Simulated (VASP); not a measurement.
The system is Si.

```
Si
1.0
     2.62054    0.00000    0.00000
    -1.31027    2.26946    0.00000
     0.00000    0.00000    2.46635
Si
1
Direct
  0.00000 0.00000 0.00000
```

This isn't the form of Si at room conditions, which is diamond.

```yaml
Program: VASP 6.6.1
Task: relaxation of cell and atoms
Functional: BLYP
Potentials_or_basis: VASP PAW PBE potentials, release 64 (Si)
Cutoff: 600 eV
k_mesh: 12 × 12 × 11
Occupations: fermi-dirac, width 0.05 eV
Spin: no spin polarisation
```

At the start: pressure 10.8 GPa; volume 14.67 Å³/atom.

Problem. How do energy, volume and symmetry change on relaxing?

Solution. Over 7 steps the energy falls by 51.0 meV/atom and the volume is 16.37 Å³/atom (+11.6 %); space group P6/mmm (No. 191, to 0.05 Å).

Step by step:
```csv
step,energy change (eV),largest force (eV/Å),pressure (GPa),volume (Å³)
1,0.0000,0.0000,10.77,14.67
2,-0.0472,0.0000,-1.89,16.86
3,-0.0505,0.0000,0.12,16.34
4,-0.0505,0.0000,-0.02,16.37
5,-0.0509,0.0000,-0.18,16.41
6,-0.0509,0.0000,-0.16,16.41
7,-0.0510,0.0000,0.00,16.37
```

Final structure:
```
Si
1.0
     2.71642    0.00000    0.00000
    -1.35821    2.35249    0.00000
     0.00000    0.00000    2.56151
Si
1
Direct
  0.00000 0.00000 0.00000
```

Caveat: the PAW data sets were made with another functional, which shifts forces and pressure a little.
